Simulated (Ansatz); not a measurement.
Set up this calculation in Ansatz 0.2.0, as the native input.

```
Task                : density of states
Functional          : PBEsol
Potentials or basis : all-electron LAPW, scalar-relativistic
Cutoff              : 339 eV (chosen from the basis error)
Basis error allowed : 0.001 eV/atom
k mesh              : 13 × 13 × 13
Occupations         : fermi-dirac, width 0.05 eV
Spin                : collinear spin, ferromagnetic start
Starting moments    : [1.0] μB
Hubbard terms       : Ni d U = 2 eV
```

Ni:

```
Ni
1.0
    -1.38372    1.38372    1.38372
     1.38372   -1.38372    1.38372
     1.38372    1.38372   -1.38372
Ni
1
Cartesian
  0.0000 0.0000 0.0000
```

This isn't the form of Ni at room conditions, which is fcc.

These files were run (other wordings do the same):

input.yaml

```yaml
crystal:
  lattice:
    - [-1.38371547, 1.38371547, 1.38371547]
    - [1.38371547, -1.38371547, 1.38371547]
    - [1.38371547, 1.38371547, -1.38371547]
  atoms:
    - { symbol: Ni, position: [0.0, 0.0, 0.0], spin: 1.0 }
kpoints:
  mp_grid: { grid: [13, 13, 13] }
scf:
  occupations: { method: fermi_dirac, width: 0.05 }
hamiltonian:
  xc: pbesol
  pseudopotentials: { kind: all_electron, lapw: { basis_error: 0.001 } }
  hubbard:
    sites: [{ species: Ni, l: d, u_eff: 2 }]
    double_counting: fll
    projectors: ortho-atomic
magnetization:
  spin_polarized: true
output:
  forces: true
  stress: true
  eigenvalues: true
  dos: { projected: false, de: 0.1, e_range: [-20, 6] }
  hubbard: {}
```

Potentials or basis: all-electron LAPW, scalar-relativistic.

Command:

```sh
$ ansatz run input.yaml --threads 2 --pin off --max-ram 6144MiB --backend cpu --events-out ev --progress --plain --runs-dir out
```

It gave:

| Property | Result |
| --- | --- |
| Pressure | -2.2 GPa |
| Band gap on the k mesh | none (metal or under the smearing width) |
| Net moment | 0.60 μB per cell |
| Absolute moment | 0.68 μB per cell |
| Site moments | Ni +0.63 μB |

Caveat: the magnetic state may not be the lowest; U is the effective U less J, on atomic orbitals that reach past the spheres; the U is typed as a test and isn't derived for this compound.

Run time: 11 s on 2 threads of Arm Neoverse V2 (shared host), peak memory 0.35 GiB.
